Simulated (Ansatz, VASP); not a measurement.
AlN: VASP beside Ansatz

```
Al N
1.0
    -3.09156   -1.78491    2.52417
     3.09156   -1.78491    2.52417
     0.00000    3.56982    2.52417
Al N
4 4
Direct
  0.04123 0.04123 0.04123
  0.54123 0.54123 0.04123
  0.54123 0.04123 0.54123
  0.04123 0.54123 0.54123
  0.29121 0.29121 0.29121
  0.79121 0.79121 0.29121
  0.79121 0.29121 0.79121
  0.29121 0.79121 0.79121
```

Alike in both runs: functional PBE; dispersion D3(BJ); k mesh 6 × 6 × 6; occupations gaussian, width 0.02 eV; no spin polarisation.

Ansatz relaxed the structure, and its values are those at the end. VASP's run is a single point on that final structure, the one shown.

|  | VASP | Ansatz |
| --- | --- | --- |
| version | VASP 6.6.1 | Ansatz 0.2.0 |
| potentials or method | VASP PAW PBE potentials, release 64 (Al, N) | scalar-relativistic, plane waves, PAW |
| plane-wave cutoff (eV) | 520 | 420 |
| valence electrons in the cell | 32 | 32 |

VASP gave:

- gap on the k mesh at the Fermi level (eV): 3.32
- least direct gap on the mesh (eV): 3.32
- pressure (GPa): -0.2

Which values does Ansatz return?

gap on the k mesh at the Fermi level (eV): 3.32; least direct gap on the mesh (eV): 3.32; pressure (GPa): 0.0.

A k mesh can miss the band edges.
